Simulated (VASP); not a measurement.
MoP: relaxation of shape and atoms at fixed volume with LDA

Crystal: MoP.

```xyz
2
Lattice="3.2570 0.0000 0.0000 -1.6285 2.8206 0.0000 0.0000 0.0000 3.2198" Properties=species:S:1:pos:R:3 pbc="T T T"
Mo    0.0000    0.0000    3.2198
P     0.0000    1.8804    1.6099
```

The cell isn't the ideal one: a relaxed cell with its volume scaled by 1.06.

- Program: VASP 6.6.1
- Task: relaxation of shape and atoms at fixed volume
- Functional: LDA
- Potentials or basis: VASP PAW LDA potentials, release 64 (Mo_sv, P)
- Cutoff: 600 eV
- k mesh: 15 × 15 × 11
- Occupations: methfessel-paxton, width 0.1 eV
- Spin: no spin polarisation
- Further INCAR settings: ALGO = Fast; EDIFF = 1e-07; IBRION = 2; EDIFFG = -0.01; NSW = 40; ISIF = 4

The energy gained by relaxing is 1.3 meV/atom and the ionic steps are 3. The pressure after relaxing is -12.4 GPa. The band gap on the k mesh is none (metal or under the smearing width).

The path:
| step | energy change (eV) | largest force (eV/Å) | pressure (GPa) |
| --- | --- | --- | --- |
| 1 | 0.0000 | 0.0000 | -12.82 |
| 2 | -0.0024 | 0.0000 | -12.29 |
| 3 | -0.0025 | 0.0000 | -12.38 |

Final structure:
```
Mo P
1.0
     3.27039    0.00000    0.00000
    -1.63519    2.83224    0.00000
     0.00000    0.00000    3.19346
Mo P
1 1
Direct
  0.00000 0.00000 0.00000
  0.33333 0.66667 0.50000
```

Levels at points of the mesh, in eV from the Fermi level:
```
           k point  band 7  band 8  band 9  band 10  band 11  band 12  band 13
(0.00, 0.00, 0.00)   -3.29   -3.29   -0.56     0.28     0.28     3.98     3.98
```

Wall time 3.2 min on 1 thread of Intel(R) Xeon(R) Platinum 8175M CPU @ 2.50GHz (Skylake/Cascade Lake), with other jobs on the host, peak memory 0.21 GiB.
